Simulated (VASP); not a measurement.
Set up this calculation in VASP 6.6.1, as the native input.

* Task: relaxation of cell and atoms
* Functional: PBEsol
* Potentials or basis: VASP PAW PBE potentials, release 64 (Ti_sv, Al)
* Cutoff: 600 eV
* k mesh: 14 × 14 × 14
* Occupations: gaussian, width 0.1 eV
* Spin: no spin polarisation
* Dipole correction: no
* Further INCAR settings: ALGO = Normal; EDIFF = 1e-06; IBRION = 2; EDIFFG = -0.005; NSW = 100; ISIF = 3

The structure of TiAl lies in POSCAR:

```
TiAl
1.0
    3.1790640000      0.0000000000      0.0000000000
    0.0000000000      3.1790640000      0.0000000000
    0.0000000000      0.0000000000      3.1790640000
Ti Al
1 1
Direct
    0.0000000000      0.0000000000      0.0000000000
    0.5000000000      0.5000000000      0.5000000000
```

The cell comes from a database or a generator and needn't be the stable form of this composition.

The input as run:

INCAR

```
SYSTEM = TiAl
  PREC = Accurate
  ENCUT = 600
  EDIFF = 1E-6
  ISMEAR = 0
  SIGMA = 0.1
  LREAL = .FALSE.
  LASPH = .TRUE.
  NELM = 100
  ALGO = Normal
  ISIF = 3
  LWAVE = .FALSE.
  LCHARG = .FALSE.
  GGA = PS
  IBRION = 2
  NSW = 100
  EDIFFG = -0.005
```

KPOINTS

```
Automatic mesh
0
G
  14 14 14
  0 0 0
```

Potentials or basis: VASP PAW PBE potentials, release 64 (Ti_sv, Al).

Launch:

```bash
$ cat potpaw_PBE.64/Ti_sv/POTCAR potpaw_PBE.64/Al/POTCAR > POTCAR
$ mpirun -np 1 vasp_std > vasp.out
```

Results of the run:

```json
{"Relaxed volume": "15.73 Å³/atom", "Relaxed cell": "a = 3.157 Å, b = 3.157 Å, c = 3.157 Å, α = 90.00°, β = 90.00°, γ = 90.00°", "Space group after relaxing (to 0.05 Å)": "Pm-3m (No. 221)", "Energy gained by relaxing": "2.6 meV/atom", "Ionic steps": "3", "Pressure after relaxing": "0.0 GPa", "Band gap on the k mesh": "none (metal or under the smearing width)"}
```

Caveat: the PAW data sets were made with another functional, which shifts forces and pressure a little.

Run time: 87 s on 1 thread of Intel(R) Xeon(R) Platinum 8488C (Sapphire Rapids), with other jobs on the host, peak memory 0.21 GiB.
